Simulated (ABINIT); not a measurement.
As:

```
As
1.0
     1.82500   -5.50000    0.00000
     1.82500    5.50000    0.00000
     0.00000    0.00000    4.47000
As
4
Cartesian
  1.8250 1.2100 2.5032
  1.8250 -4.2900 4.2018
  1.8250 -1.2100 1.9668
  1.8250 4.2900 0.2682
```

This isn't the form of As at room conditions, which is rhombohedral.

Base run:

* Program: ABINIT 10.8.3 (patched build)
* Functional: PBE
* Potentials or basis: SG15 NC PBE v1.2
* Cutoff: 381 eV
* k mesh: 6 × 6 × 4
* Occupations: fixed
* Spin: no spin polarisation

Its results: band gap on the k mesh 0.28 eV, indirect (least direct gap 0.45 eV); pressure 2.9 GPa; largest force 0.139 eV/Å.

Question: The run is repeated on the same cell with these changes: functional from PBE to HSE06. What comes out?

Answer: Band gap on the k mesh 0.10 eV, direct; pressure 1.5 GPa; largest force 0.241 eV/Å.

Caveats: Libxc's HSE differs a little from that of other programs (some runs); the potentials were made for another functional, which shifts forces and pressure (some runs).

A k mesh can miss the band edges.
